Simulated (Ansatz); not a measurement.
# Si128C127: the cost of one run

All numbers are computed with Ansatz 0.2.0 (PAW, plane waves).

### 1 The system as built

255 atoms (128 Si, 127 C); a = 12.312 Å, b = 10.663 Å, c = 20.152 Å, α = 90.00°, β = 90.00°, γ = 90.00°. All atoms were shaken off their sites by about 0.02 Å along each axis. Defect site 1: (0.500, 0.500, 0.594). Starting moments add up to 1 μB.

The runs, in order: (2) PBEsol relaxation at the single k point (¼, ¼, ¼), on 1 × NVIDIA GB300 Max-Q with 8 threads of Arm Neoverse-V2; (3) HSE06 single point at the single k point (¼, ¼, ¼), on 1 × NVIDIA GB300 Max-Q with 8 threads of Arm Neoverse-V2.

### 2 PBEsol relaxation in the fixed cell

in.yaml reads:

```yaml
crystal:
  lattice:
    - [12.312272, 0.000000, 0.000000]
    - [0.000000, 10.662740, 0.000000]
    - [0.000000, 0.000000, 20.151893]
  atoms:
    - { symbol: Si, position: [0.002053, 0.998154, 0.247715] }
    - { symbol: Si, position: [0.997970, 0.001010, 0.750125] }
    - { symbol: Si, position: [0.248340, 0.997904, 0.249102] }
    - { symbol: Si, position: [0.249506, 0.998943, 0.751511] }
    # ... 39 atom lines left out here ...
    - { symbol: Si, position: [0.376183, 0.415949, 0.623090], spin: 0.25 }
    # ... 7 atom lines left out here ...
    - { symbol: Si, position: [0.626601, 0.418987, 0.625997], spin: 0.25 }
    # ... 1 atom line left out here ...
    - { symbol: Si, position: [0.502242, 0.665702, 0.625587], spin: 0.25 }
    # ... 62 atom lines left out here ...
    - { symbol: Si, position: [0.500618, 0.500440, 0.499311], spin: 0.25 }
    # ... 22 atom lines left out here ...
    - { symbol: C, position: [0.376431, 0.251352, 0.593117] }
    # ... 1 atom line left out here ...
    - { symbol: C, position: [0.250821, 0.503310, 0.594280] }
    # ... 5 atom lines left out here ...
    - { symbol: C, position: [0.623228, 0.250251, 0.593019] }
    # ... 2 atom lines left out here ...
    - { symbol: C, position: [0.375863, 0.749481, 0.594105] }
    # ... 59 atom lines left out here ...
    - { symbol: C, position: [0.622930, 0.417357, 0.718970] }
    # ... 44 atom lines left out here ...
  symmetry: { detect: false }
kpoints:
  mp_grid: { grid: [1, 1, 1], shift: [0.25, 0.25, 0.25] }
hamiltonian:
  xc: pbesol
total_charge: -1
magnetization:
  spin_polarized: true
scf:
  occupations: { method: fermi_dirac, width: 0.01 }
relax:
  f_tol: 0.03
  max_steps: 80
  escape_saddle: false
  adjacent_minimum: "off"
output:
  forces: true
  eigenvalues: true
  populations: true
  charged_corrections: { epsilon: 9.7 }
```

Run with:

```
> ansatz run in.yaml --threads 8 --pin off --max-ram 118750MiB --runs-dir r --events-out ev --progress --plain --backend cuda --devices 0,
```

**Question.** How long does this run take on 1 × NVIDIA GB300 Max-Q with 8 threads of Arm Neoverse-V2, shared host, and how much memory does it need?

About 34 s, with a peak of 2.9 GiB on the host.
